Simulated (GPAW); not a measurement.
Runs of GPAW 26.7.0 on Al2Cu. The structure is tetragonal, space group P4/mmm (No. 123). Conventional cell: a = 4.105 Å, b = 4.105 Å, c = 2.891 Å, α = 90.00°, β = 90.00°, γ = 90.00°. Cu (site symmetry 4/mmm) has 8 Al at 2.51 Å as nearest neighbours. Around Al (site symmetry mmm) lie 4 Cu at 2.51 Å. The cell comes from a database or a generator and needn't be the stable form of this composition.

| level | gap on the mesh (eV) | pressure (GPa) | relaxed volume (Å³/atom) |
| --- | --- | --- | --- |
| PBEsol+D4 | none | 0.0 | 15.60 |
| PBEsol+D3(BJ)+ATM | none | -0.1 | 15.48 |
| PBEsol | none | -0.1 | 15.96 |
| PBEsol+D3(BJ) | none | 0.0 | (b) |
| PBEsol+D3 | none | 0.0 | (a) |

Alike in all rows: task relaxation of cell and atoms; potentials or basis PAW data sets generated in the run's folder for this functional, pw; no spin polarisation; cell relaxed; k mesh 6 × 6 × 8; cutoff (eV) 600; smearing fermi-dirac 0.05 eV.

**Question.** Fill in the values left out.

**Answer.** (a) 15.54; (b) 15.37.

Caveats: with this Cu data set, volumes or pressures lay over 1.5 % or 2 GPa off other programs in two to four cells of ten; later steps reuse the first step's grids; pairwise dispersion overbinds metals, which lowers pressure and volume (some runs).

A gap of «none» marks a metal or a gap under the smearing width.
